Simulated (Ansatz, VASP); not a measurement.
## One calculation of LiH, two programs

```xyz
2
Lattice="0.0000 2.0034 2.0034 2.0034 0.0000 2.0034 2.0034 2.0034 0.0000" Properties=species:S:1:pos:R:3 pbc="T T T"
Li    0.0000    0.0000    0.0000
H     2.0034    2.0034    2.0034
```

Alike in both runs: task single point; functional PBE; k mesh 10 × 10 × 10; occupations gaussian, width 0.02 eV; no spin polarisation.

|  | VASP | Ansatz |
| --- | --- | --- |
| version | VASP 6.6.1 | Ansatz 0.2.0 |
| potentials or method | VASP PAW PBE potentials, release 64 (Li_sv, H) | scalar-relativistic, plane waves, PAW |
| plane-wave cutoff (eV) | 520 | 420 |
| valence electrons in the cell | 4 | 4 |

|  | VASP | Ansatz | Ansatz less VASP |
| --- | --- | --- | --- |
| gap on the k mesh at the Fermi level (eV) | 2.98 | 2.98 | +0.006 |
| least direct gap on the mesh (eV) | 2.98 | 2.98 | +0.006 |

 A k mesh can miss the band edges. PBE gaps usually lie below the measured ones, often by a third to a half.
